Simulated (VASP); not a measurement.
# CuO (P-6m2) in VASP: a series of runs

Runs on CuO. Level: PBE. Tasks: electric field gradients, core levels.

Program: VASP 6.6.1. These are calculated values, not measurements. Logs are shortened: lines on timing, memory, paths and dates and some standing lists are left out, and cuts for length are marked.

### Step 1. The structure

It takes space group P-6m2 (No. 187, hexagonal). Conventional cell: a = 2.836 Å, b = 2.836 Å, c = 2.768 Å, α = 90.00°, β = 90.00°, γ = 120.00°. Cu (site symmetry -6m2) has 6 O at 2.14 Å as nearest neighbours. O (site symmetry -6m2) is surrounded by 6 Cu at 2.14 Å.

Measurements of this composition are mostly on another form, of space group No. 15.

### Step 2. Electric field gradients, PBE

INCAR

```
PREC = Accurate
ENCUT = 520
EDIFF = 1E-8
ISMEAR = 0
SIGMA = 0.02
LREAL = F
LASPH = T
NELM = 80
ALGO = Normal
ISIF = 2
LWAVE = F
LCHARG = F
GGA = PE
LEFG = T
```

KPOINTS

```
regular mesh
0
Gamma
  11 11 10
```

POSCAR

```
CuO
1.0
    2.8363251100      0.0000000000      0.0000000000
   -1.4181625500      2.4563296000      0.0000000000
    0.0000000000      0.0000000000      2.7681127800
Cu O
1 1
Direct
    0.0000000000      0.0000000000      0.0000000000
    0.6666666667      0.3333333333      0.5000000000
```

Potentials or basis: VASP PAW PBE potentials, release 64 (Cu, O).

On the command line:

```
> cat potpaw_PBE.64/Cu/POTCAR potpaw_PBE.64/O/POTCAR > POTCAR
> mpirun -np 1 vasp_std > vasp.out
```

OUTCAR:

```text
PREC = Accurate
   ENCUT = 520
   EDIFF = 1E-8
   ISMEAR = 0
   LREAL = F
   LASPH = T
   NELM = 80
   ISIF = 2
   GGA = PE

 ion  position               nearest neighbor table
   1  0.000  0.000  0.000-   2 2.14   2 2.14   2 2.14   2 2.14   2 2.14   2 2.14
   2  0.667  0.333  0.500-   1 2.14   1 2.14   1 2.14   1 2.14   1 2.14   1 2.14

  LATTYP: Found a hexagonal cell.
 ALAT       =     2.8363251100
 C/A-ratio  =     0.9759504544

  Lattice vectors:

 A1 = (   2.8363251100,   0.0000000000,   0.0000000000)
 A2 = (  -1.4181625500,   2.4563296000,   0.0000000000)
 A3 = (   0.0000000000,   0.0000000000,   2.7681127800)

Analysis of symmetry for initial positions (statically):
=====================================================================
 Subroutine PRICEL returns:
 Original cell was already a primitive cell.

 Routine SETGRP: Setting up the symmetry group for a
 hexagonal supercell.

 Subroutine GETGRP returns: Found 12 space group operations
 (whereof 12 operations were pure point group operations)
 out of a pool of 24 trial point group operations.

The static configuration has the point symmetry D_3h.

Analysis of symmetry for dynamics (positions and initial velocities):
=====================================================================
 Subroutine PRICEL returns:
 Original cell was already a primitive cell.

 Routine SETGRP: Setting up the symmetry group for a
 hexagonal supercell.

 Subroutine GETGRP returns: Found 12 space group operations
 (whereof 12 operations were pure point group operations)
 out of a pool of 24 trial point group operations.

The dynamic configuration has the point symmetry D_3h.

 Subroutine INISYM returns: Found 12 space group operations
 (whereof 12 operations are pure point group operations),
 and found     1 'primitive' translations

----------------------------------------------------------------------------------------

                                     Primitive cell

  volume of cell :      19.2853

  direct lattice vectors                    reciprocal lattice vectors
     2.836325110  0.000000000  0.000000000     0.352568892  0.203555744  0.000000000
    -1.418162550  2.456329600  0.000000000     0.000000000  0.407111489  0.000000000
     0.000000000  0.000000000  2.768112780     0.000000000  0.000000000  0.361256957

  length of vectors
     2.836325110  2.836325109  2.768112780     0.407111488  0.407111489  0.361256957

  position of ions in fractional coordinates (direct lattice)
     0.000000000  0.000000000  0.000000000
     0.666666667  0.333333333  0.500000000

  ion indices of the primitive-cell ions
   primitive index   ion index
                 1           1
                 2           2

----------------------------------------------------------------------------------------

 KPOINTS: regular mesh

Automatic generation of k-mesh.
 Grid dimensions read from file:
 generate k-points for:   11   11   10

 Generating k-lattice:

  Cartesian coordinates                     Fractional coordinates (reciprocal lattice)
     0.032051717  0.018505068  0.000000000     0.090909091  0.000000000  0.000000000
     0.000000000  0.037010135  0.000000000     0.000000000  0.090909091  0.000000000
     0.000000000  0.000000000  0.036125696     0.000000000  0.000000000  0.100000000

  Length of vectors
     0.037010135  0.037010135  0.036125696

  Shift w.r.t. Gamma in fractional coordinates (k-lattice)
     0.000000000  0.000000000  0.000000000

 Subroutine IBZKPT returns following result:
 ===========================================

 Found     96 irreducible k-points:

[... 32 lines left out ...]
   ions per type =               1   1
   NGX,Y,Z   is equivalent  to a cutoff of  14.07, 14.07, 14.41 a.u.
   NGXF,Y,Z  is equivalent  to a cutoff of  28.13, 28.13, 28.83 a.u.
 SYSTEM =  unknown system
   PREC   = accura    normal or accurate (medium, high low for compatibility)
   ISTART =      0    job   : 0-new  1-cont  2-samecut
   ICHARG =      2    charge: 1-file 2-atom 10-const
   ISPIN  =      1    spin polarized calculation?
   LNONCOLLINEAR =      F non collinear calculations
   LSORBIT =      F    spin-orbit coupling
   LASPH  =      T    aspherical Exc in radial PAW
   ENCUT  =  520.0 eV  38.22 Ry    6.18 a.u.   5.27  5.27  5.15*2*pi/ulx,y,z
   NELM   =     80;   NELMIN=  2; NELMDL= -5     # of ELM steps
   EDIFF  = 0.1E-07   stopping-criterion for ELM
   LREAL  =      F    real-space projection
   EDIFFG = 0.1E-06   stopping-criterion for IOM
   NSW    =      0    number of steps for IOM
   IBRION =     -1    ionic relax: 0-MD 1-quasi-New 2-CG
   NFREE  =      0    steps in history (QN), initial steepest desc. (CG)
   ISIF   =      2    stress and relaxation
   ISYM   =      2    0-nonsym 1-usesym 2-fastsym
   POTIM  = 0.5000    time-step for ionic-motion
   TEBEG  =    0.0;   TEEND  =   0.0 temperature during run
   PSTRESS=    0.0 pullay stress
   NELECT =      17.0000    total number of electrons
   NUPDOWN=      -1.0000    fix difference up-down
   EMIN   =  10.00;   EMAX   =-10.00  energy-range for DOS
   EFERMI =   0.00;   METHOD = LEGACY
   ISMEAR =     0;   SIGMA  =   0.02  broadening in eV -4-tet -1-fermi 0-gaus
   EFERMI_NEDOS =   21; number of points for ismear=-14 and -15
   IALGO  =     38    algorithm
   IMIX   =      4    mixing-type and parameters
     AMIX     =   0.40;   BMIX     =  1.00
     AMIX_MAG =   1.60;   BMIX_MAG =  1.00
  volume/ion in A,a.u.               =       9.64        65.07
  Fermi-wavevector in a.u.,A,eV,Ry     =   1.569696  2.966296 33.524031  2.463947
  Thomas-Fermi vector in A             =   2.671540
   LORBIT       =      0    0 simple, 1 ext, 2 COOP (PROOUT), +10 PAW based schemes
   GGA     = PE    functional components
   LHFCALC =     F    Hartree Fock is set to
   AEXX    =    0.0000 exact exchange contribution
   IVDW    =     0    specifies the selected vdW correction
   LEPSILON=     F    determine dielectric tensor
   LRPA    =     F    only Hartree local field effects (RPA)
 non-spin polarized calculation
 Gauss-broadening in eV      SIGMA  =   0.02
  energy-cutoff  :      520.00
  volume of cell :       19.29
 maximum number of plane-waves:       533
 NGX is ok and might be reduce to    24
   NGX = 11   NGY = 11   NGZ = 11

 number of electron      17.0000005 magnetization

 Free energy of the ion-electron system (eV)
  ---------------------------------------------------
  ext. energy  EPLUGINS =         0.00000000
  ---------------------------------------------------
  free energy    TOTEN  =        -9.13602935 eV

  energy without entropy =       -9.13486066  energy(sigma->0) =       -9.13544501

 E-fermi :   5.7485     XC(G=0): -12.3482

 val. band max:        5.7464190287   @ k =   0.3636   0.0000   0.3000
 cond. band min:       5.7548955420   @ k =   0.2727   0.0000   0.3000
 fundamental gap:      0.0084765132
 Fermi energy:         5.7485394875

 k-point     1 :       0.0000    0.0000    0.0000
  band No.  band energies     occupation
      1     -13.4640      2.00000
      2       2.1982      2.00000
      3       2.1982      2.00000
      4       2.5519      2.00000
      5       3.1505      2.00000
      6       4.0167      2.00000
      7       4.0167      2.00000
      8       5.6245      2.00000
      9       5.6245      2.00000
     10       6.8560      0.00000
     11      20.9326      0.00000
     12      22.4417      0.00000
[... 331 lines left out ...]
 k-point    24 :       0.1818    0.0909    0.1000
  band No.  band energies     occupation
      1     -12.8713      2.00000
      2       0.6560      2.00000
      3       1.8393      2.00000
      4       2.3696      2.00000
      5       3.0248      2.00000
      6       3.8882      2.00000
      7       4.5215      2.00000
      8       4.9860      2.00000
      9       5.3012      2.00000
     10       9.8283      0.00000
     11      18.0755      0.00000
     12      20.9238      0.00000

 [... further k-points ...]

------------------------ aborting loop because EDIFF is reached ----------------------------------------

  FORCE on cell =-STRESS in cart. coord.  units (eV):
  Direction    XX          YY          ZZ          XY          YZ          ZX
  --------------------------------------------------------------------------------------
  -------------------------------------------------------------------------------------
  Total        0.3795429      0.3795429     -0.8682079      0.0000000      0.0000000      0.0000000
  in kB       31.5315323     31.5315323    -72.1286620      0.0000001      0.0000000      0.0000000
  external PRESSURE =      -3.0218658 kB  Pullay stress =       0.0000000 kB

 VOLUME and BASIS-vectors are now :
 -----------------------------------------------------------------------------
  energy-cutoff  :      520.00
  volume of cell :       19.29
      direct lattice vectors                 reciprocal lattice vectors
     2.836325110  0.000000000  0.000000000     0.352568892  0.203555744  0.000000000
    -1.418162550  2.456329600  0.000000000     0.000000000  0.407111489  0.000000000
     0.000000000  0.000000000  2.768112780     0.000000000  0.000000000  0.361256957

 POSITION                                       TOTAL-FORCE (eV/Angst)
 -----------------------------------------------------------------------------------
      0.00000      0.00000      0.00000         0.000000      0.000000      0.000000
      1.41816      0.81878      1.38406        -0.000000      0.000000      0.000000
 -----------------------------------------------------------------------------------
    total drift:                                0.000000     -0.000000      0.000000

  FREE ENERGIE OF THE ION-ELECTRON SYSTEM (eV)
  ---------------------------------------------------
  free  energy   TOTEN  =        -9.1360293535 eV

  energy  without entropy=       -9.1348606610  energy(sigma->0) =       -9.13544501

 Electric field gradients (V/A^2)
---------------------------------------------------------------------
 ion       V_xx      V_yy      V_zz      V_xy      V_xz      V_yz
---------------------------------------------------------------------
   1     -28.503   -28.502    57.005     0.000     0.000     0.000
   2     -13.742   -13.743    27.485    -0.001     0.000     0.000
---------------------------------------------------------------------

 Electric field gradients after diagonalization (V/A^2)
 (convention: |V_zz| > |V_xx| > |V_yy|)
----------------------------------------------------------------------
 ion       V_xx      V_yy      V_zz     asymmetry (V_yy - V_xx)/ V_zz
----------------------------------------------------------------------
   1     -28.503   -28.502    57.005       0.000
   2     -13.744   -13.741    27.485       0.000
----------------------------------------------------------------------

           NMR quadrupolar parameters

 Cq : quadrupolar parameter    Cq=e*Q*V_zz/h
 eta: asymmetry parameters     (V_yy - V_xx)/ V_zz
 Q  : nuclear electric quadrupole moment in mb (millibarn)
----------------------------------------------------------------------
 ion       Cq(MHz)       eta       Q (mb)
----------------------------------------------------------------------
   1       0.138       0.000       1.000
   2       0.066       0.000       1.000
----------------------------------------------------------------------
```

Run time: 10 s. Hardware: 1 thread of Intel Xeon 6975P-C (Granite Rapids), shared host; peak memory 0.15 GiB.

Results:

```
Free energy            : -9.1360 eV
Pressure               : -0.3 GPa
Band gap on the k mesh : none (metal or under the smearing width)
```

Stress tensor (GPa, compression positive):
```
 3.15  0.00  0.00
 0.00  3.15  0.00
 0.00  0.00 -7.21
```

Electric field gradients, principal values (V/Å²):
```tsv
atom	Vxx	Vyy	Vzz
1 Cu	-28.502	-28.503	57.005
2 O	-13.741	-13.744	27.485
```

Caveat: an odd number of electrons without spin polarisation forces a metal; a magnetic or distorted state may lie lower; the run has no spin polarisation, though such a crystal can be magnetic; semilocal functionals often make such compounds metallic where correlation or magnetic order opens a gap, which also shifts bond lengths. With open d or f shells a metallic result of PBE can be an artefact of self-interaction; +U or a hybrid may open a gap.

### Step 3. Core levels, PBE

INCAR

```
PREC = Accurate ; ENCUT = 520
EDIFF = 1E-6 ; ISMEAR = 0
SIGMA = 0.02 ; LREAL = F
LASPH = T ; NELM = 60
ALGO = Fast ; ISIF = 2
LWAVE = F ; LCHARG = F
GGA = PE ; ICORELEVEL = 1
```

KPOINTS is that of step 2.

POSCAR is that of step 2.

Potentials or basis: VASP PAW PBE potentials, release 64 (Cu, O).

On the command line:

```
> cat potpaw_PBE.64/Cu/POTCAR potpaw_PBE.64/O/POTCAR > POTCAR
> mpirun -np 1 vasp_std > vasp.out
```

OUTCAR:

```text
PREC = Accurate
   ENCUT = 520
   EDIFF = 1E-6
   ISMEAR = 0
   LREAL = F
   LASPH = T
   NELM = 60
   ISIF = 2
   GGA = PE

 ion  position               nearest neighbor table
   1  0.000  0.000  0.000-   2 2.14   2 2.14   2 2.14   2 2.14   2 2.14   2 2.14
   2  0.667  0.333  0.500-   1 2.14   1 2.14   1 2.14   1 2.14   1 2.14   1 2.14

  LATTYP: Found a hexagonal cell.
 ALAT       =     2.8363251100
 C/A-ratio  =     0.9759504544

  Lattice vectors:

 A1 = (   2.8363251100,   0.0000000000,   0.0000000000)
 A2 = (  -1.4181625500,   2.4563296000,   0.0000000000)
 A3 = (   0.0000000000,   0.0000000000,   2.7681127800)

Analysis of symmetry for initial positions (statically):
=====================================================================
 Subroutine PRICEL returns:
 Original cell was already a primitive cell.

 Routine SETGRP: Setting up the symmetry group for a
 hexagonal supercell.

 Subroutine GETGRP returns: Found 12 space group operations
 (whereof 12 operations were pure point group operations)
[... 182 lines left out ...]
      2       2.1974      2.00000
      3       2.1974      2.00000
      4       2.5508      2.00000
      5       3.1500      2.00000
      6       4.0154      2.00000
      7       4.0154      2.00000
      8       5.6236      2.00000
      9       5.6236      2.00000
     10       6.8557      0.00000
     11      20.9325      0.00000
     12      22.4416      0.00000
[... 331 lines left out ...]
 k-point    24 :       0.1818    0.0909    0.1000
  band No.  band energies     occupation
      1     -12.8716      2.00000
      2       0.6556      2.00000
      3       1.8387      2.00000
      4       2.3689      2.00000
      5       3.0237      2.00000
      6       3.8870      2.00000
      7       4.5205      2.00000
      8       4.9851      2.00000
      9       5.3002      2.00000
     10       9.8279      0.00000
     11      18.0752      0.00000
     12      20.9241      0.00000

 [... further k-points ...]

------------------------ aborting loop because EDIFF is reached ----------------------------------------

  FORCE on cell =-STRESS in cart. coord.  units (eV):
  Direction    XX          YY          ZZ          XY          YZ          ZX
  --------------------------------------------------------------------------------------
  -------------------------------------------------------------------------------------
  Total        0.4264686      0.4264686     -0.8224220      0.0000000     -0.0000000     -0.0000000
  in kB       35.4300023     35.4300023    -68.3248808      0.0000001     -0.0000000     -0.0000000
  external PRESSURE =       0.8450413 kB  Pullay stress =       0.0000000 kB

 VOLUME and BASIS-vectors are now :
 -----------------------------------------------------------------------------
  energy-cutoff  :      520.00
  volume of cell :       19.29
      direct lattice vectors                 reciprocal lattice vectors
     2.836325110  0.000000000  0.000000000     0.352568892  0.203555744  0.000000000
    -1.418162550  2.456329600  0.000000000     0.000000000  0.407111489  0.000000000
     0.000000000  0.000000000  2.768112780     0.000000000  0.000000000  0.361256957

 POSITION                                       TOTAL-FORCE (eV/Angst)
 -----------------------------------------------------------------------------------
      0.00000      0.00000      0.00000        -0.000000      0.000000      0.000000
      1.41816      0.81878      1.38406         0.000000     -0.000000      0.000000
 -----------------------------------------------------------------------------------
    total drift:                                0.000000     -0.000000      0.000000

  FREE ENERGIE OF THE ION-ELECTRON SYSTEM (eV)
  ---------------------------------------------------
  free  energy   TOTEN  =        -9.1360295356 eV

  energy  without entropy=       -9.1348616541  energy(sigma->0) =       -9.13544559
```

stdout:

```text
POSCAR found type information on POSCAR CuO
 POSCAR found :  2 types and       2 ions
 scaLAPACK will be used
 LDA part: xc-table for (Slater+PW92), standard interpolation
 POSCAR, INCAR and KPOINTS ok, starting setup
 FFT: planning ... GRIDC
 FFT: planning ... GRID_SOFT
 FFT: planning ... GRID
 WAVECAR not read
 entering main loop
```

It took 10 s on 1 thread of Intel Xeon 6975P-C (Granite Rapids), shared host; peak memory 0.14 GiB.

What came out:

* Free energy: -9.1360 eV
* Pressure: 0.1 GPa
* Band gap on the k mesh: none (metal or under the smearing width)

Core levels (eV, on the scale of the bands):
```
atom                                                  levels
1 Cu  1s -8842.2, 2s -1054.4, 2p -908.9, 3s -106.4, 3p -63.7
 2 O                                               1s -500.4
```

Caveat: an odd number of electrons without spin polarisation forces a metal; a magnetic or distorted state may lie lower; the run has no spin polarisation, though such a crystal can be magnetic; semilocal functionals often make such compounds metallic where correlation or magnetic order opens a gap, which also shifts bond lengths.
